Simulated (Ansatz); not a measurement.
A crystal relaxed with r2SCAN+rVV10 in the PAW code Ansatz has space group P-3m1 (No. 164) and a = 3.300 Å, c = 13.150 Å.

```csv
atom,site,x,y,z
Xx,2d,0.6667,0.3333,0.2502
Se,2d,0.3333,0.6667,0.3769
Se,2d,0.6667,0.3333,0.8765
```

With r2SCAN the valence top lies at Γ and the conduction bottom at K–Γ (0.46 of the way from K), 1.14 eV higher; the smallest vertical gap, at K, is 1.61 eV. With HSE06 the valence top lies at Γ and the conduction bottom at K–Γ (0.46 of the way from K), 1.50 eV higher; the smallest vertical gap, at K, is 1.95 eV. With PBE the valence top lies at Γ and the conduction bottom at K–Γ (0.50 of the way from K), 1.04 eV higher; the smallest vertical gap, at K, is 1.50 eV. Meshes: r2SCAN 12×12×2, HSE06 6×6×2, PBE 12×12×2.

Q: Which element is Xx?
A. Mo
B. W
C. Cr

A: B. Xx is W: WSe2 (P-3m1) from a database structure. Around W lie 6 Se at 2.53 Å; around Se lie 3 W at 2.53 Å.

The values are computed, spin-unpolarised, and not measurements.

Spin-orbit coupling is left out, which matters wherever the heavy atoms make up the band edges.

Where an edge lies off the special points, it is a point of the mesh or the k point where a search put PBE's edge or least direct gap, reused for the other functionals, whose own edges may lie a little apart.

The meshes of the hybrids are coarse, so their gaps aren't converged to the digits shown.
